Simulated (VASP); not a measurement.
A VASP 6.6.1 single-point calculation on SrTiO₃

INCAR

```
ENCUT = 520
NBANDS = 28
SIGMA = 0.02
LREAL = .FALSE.
LWAVE = .FALSE.
NELM = 120
ISMEAR = -1
LDAU = .TRUE.
LDAUU = 0 4.0 0
GGA = PE
IBRION = -1
ISIF = 2
LCHARG = .FALSE.
PREC = Accurate
LDAUJ = 0 0 0
LDAUTYPE = 2
LMAXMIX = 4
NSW = 0
LASPH = .TRUE.
EDIFF = 1E-7
LDAUL = -1 2 -1
```

KPOINTS

```
KPOINTS created by Atomic Simulation Environment
0
Gamma
6 6 6
0 0 0
```

POSCAR

```
Sr Ti O
 1.0000000000000000
     4.0240570466000003    0.0000000000000000    0.0000000000000000
     0.0000000000000000    4.0240570466000003    0.0000000000000000
     0.0000000000000000    0.0000000000000000    3.8422348202999999
 Sr  Ti  O
   1   1   3
Cartesian
  0.0000000000000000  0.0000000000000000  0.0000000000000000
  2.0120285233000001  2.0120285233000001  1.9211174101500004
  2.0120285233000001  2.0120285233000001  0.0000000000000000
  2.0120285233000001  0.0000000000000000  1.9211174101500004
  0.0000000000000000  2.0120285233000001  1.9211174101500004
```

The recommended PBE PAW datasets give the neutral cell 40 valence electrons.

Command

```
mpirun -np 1 vasp_std
```

OSZICAR

```
N       E                     dE             d eps       ncg     rms          rms(c)
DAV:   1     0.441048101268E+03    0.44105E+03   -0.21320E+04  2240   0.158E+03
DAV:   2    -0.272799710483E+01   -0.44378E+03   -0.42567E+03  2580   0.438E+02
DAV:   3    -0.464021622732E+02   -0.43674E+02   -0.43349E+02  3040   0.136E+02
DAV:   4    -0.487134066039E+02   -0.23112E+01   -0.23057E+01  3464   0.263E+01
DAV:   5    -0.487778195762E+02   -0.64413E-01   -0.64400E-01  3108   0.360E+00    0.257E+01
DAV:   6    -0.371347403615E+02    0.11643E+02   -0.56057E+01  3292   0.643E+01    0.137E+01
DAV:   7    -0.373665935821E+02   -0.23185E+00   -0.63630E+00  2936   0.148E+01    0.977E+00
DAV:   8    -0.374408269337E+02   -0.74233E-01   -0.17553E+00  2768   0.119E+01    0.325E+00
DAV:   9    -0.373568689839E+02    0.83958E-01   -0.28646E-01  2716   0.544E+00    0.111E+00
DAV:  10    -0.373542867729E+02    0.25822E-02   -0.13449E-01  2648   0.216E+00    0.735E-01
DAV:  11    -0.373476624496E+02    0.66243E-02   -0.32068E-02  3112   0.165E+00    0.198E-01
DAV:  12    -0.373475117586E+02    0.15069E-03   -0.20157E-03  2564   0.429E-01    0.889E-02
DAV:  13    -0.373475505972E+02   -0.38839E-04   -0.21757E-04  3072   0.105E-01    0.558E-02
DAV:  14    -0.373475426357E+02    0.79615E-05   -0.91774E-05  2808   0.746E-02    0.165E-02
DAV:  15    -0.373475430784E+02   -0.44265E-06   -0.74569E-06  3128   0.196E-02    0.872E-03
DAV:  16    -0.373475429587E+02    0.11965E-06   -0.19773E-06  3052   0.101E-02    0.207E-03
DAV:  17    -0.373475430623E+02   -0.10355E-06   -0.51699E-07  2512   0.420E-03    0.144E-03
DAV:  18    -0.373475430469E+02    0.15384E-07   -0.17061E-07  1804   0.389E-03
   1 F= -.37347543E+02 E0= -.37347543E+02  d E =-.153231E-12
```

From OUTCAR

```
k-points           NKPTS =     40   k-points in BZ     NKDIM =     40   number of bands    NBANDS=     28

   NELECT =      40.0000    total number of electrons

   dimension x,y,z NGX =    30 NGY =   30 NGZ =   30
   dimension x,y,z NGXF=    60 NGYF=   60 NGZF=   60

  energy-cutoff  :      520.00
  volume of cell :       62.22
      direct lattice vectors                 reciprocal lattice vectors
     4.024057047  0.000000000  0.000000000     0.248505423  0.000000000  0.000000000
     0.000000000  4.024057047  0.000000000     0.000000000  0.248505423  0.000000000
     0.000000000  0.000000000  3.842234820     0.000000000  0.000000000  0.260265196

 k-points in reciprocal lattice and weights: KPOINTS created by Atomic Simulation Env
   0.00000000  0.00000000  0.00000000       0.005
   0.16666667  0.00000000  0.00000000       0.019
   0.33333333  0.00000000  0.00000000       0.019
   0.50000000  0.00000000  0.00000000       0.009
   0.16666667  0.16666667  0.00000000       0.019
   0.33333333  0.16666667  0.00000000       0.037
   0.50000000  0.16666667  0.00000000       0.019
   0.33333333  0.33333333  0.00000000       0.019
   ...

 E-fermi :   4.4750

 k-point     1 :       0.0000    0.0000    0.0000
  band No.  band energies     occupation
      1     -53.7475      2.00000
      2     -29.9326      2.00000
      3     -29.9151      2.00000
      4     -29.9151      2.00000
      5     -28.9759      2.00000
      6     -13.4293      2.00000
      7     -12.4538      2.00000
      8     -12.2781      2.00000
      9     -10.9755      2.00000
     10     -10.9755      2.00000
     11     -10.9182      2.00000
     12       0.9657      2.00000
     13       0.9657      2.00000
     14       1.1883      2.00000
     15       2.7889      2.00000
     16       2.7889      2.00000
     17       2.9499      2.00000
     18       3.5043      2.00000
     19       3.5043      2.00000
     20       3.5352      2.00000
     21       6.1917      0.00000
     22       6.2550      0.00000
     23       6.2550      0.00000
     24       7.8673      0.00000
     25       8.0715      0.00000
     26       9.0754      0.00000
     27       9.4886      0.00000
     28       9.7719      0.00000

 k-point     2 :       0.1667    0.0000    0.0000
  band No.  band energies     occupation
      1     -53.7473      2.00000
      2     -29.9322      2.00000
      3     -29.9274      2.00000
      4     -29.9147      2.00000
      5     -28.9698      2.00000
      6     -13.4601      2.00000
      7     -12.4290      2.00000
      8     -12.3116      2.00000
      9     -10.9669      2.00000
     10     -10.9094      2.00000
     11     -10.8083      2.00000
     12       0.7067      2.00000
     13       0.9551      2.00000
     14       1.1920      2.00000
     15       2.5430      2.00000
     16       2.5817      2.00000
     17       2.6852      2.00000
     18       2.8146      2.00000
     19       3.3791      2.00000
     20       3.4036      2.00000
     21       6.2929      0.00000
     22       6.6621      0.00000
     23       6.7063      0.00000
     24       8.0035      0.00000
     25       8.6374      0.00000
     26       9.4861      0.00000
     27       9.8720      0.00000
     28      10.3710      0.00000

 ...

  Total       -0.9657253     -0.9657253      3.3806430      0.0000000      0.0000000      0.0000000
  in kB      -24.8686390    -24.8686390     87.0558044      0.0000000      0.0000000      0.0000000
  external PRESSURE =      12.4395088 kB  Pullay stress =       0.0000000 kB

 POSITION                                       TOTAL-FORCE (eV/Angst)
 -----------------------------------------------------------------------------------
      0.00000      0.00000      0.00000         0.000000      0.000000      0.000000
      2.01203      2.01203      1.92112         0.000000      0.000000      0.000000
      2.01203      2.01203      0.00000         0.000000      0.000000      0.000000
      2.01203      0.00000      1.92112         0.000000      0.000000      0.000000
      0.00000      2.01203      1.92112         0.000000      0.000000      0.000000
 -----------------------------------------------------------------------------------
    total drift:                                0.000000      0.000000     -0.000000

  FREE ENERGIE OF THE ION-ELECTRON SYSTEM (eV)
  ---------------------------------------------------
  free  energy   TOTEN  =       -37.3475430469 eV

  energy  without entropy=      -37.3475430469  energy(sigma->0) =      -37.34754305
```

It converged. Results: gap between bands v and c on the k mesh 2.23 eV; least direct gap on the k mesh 2.66 eV; pressure 1.2 GPa. Band v is the last that the valence electrons fill when counted band by band, and c is the next.

For comparison, a separate PBE run of the intended cell, on usual settings and not on those above, gives a gap of 1.71 eV on its mesh and a pressure of -2.1 GPa.

The run above took about 71 s on one core of a shared host (Intel Xeon Platinum 8488C) and held 0.22 GiB at most.
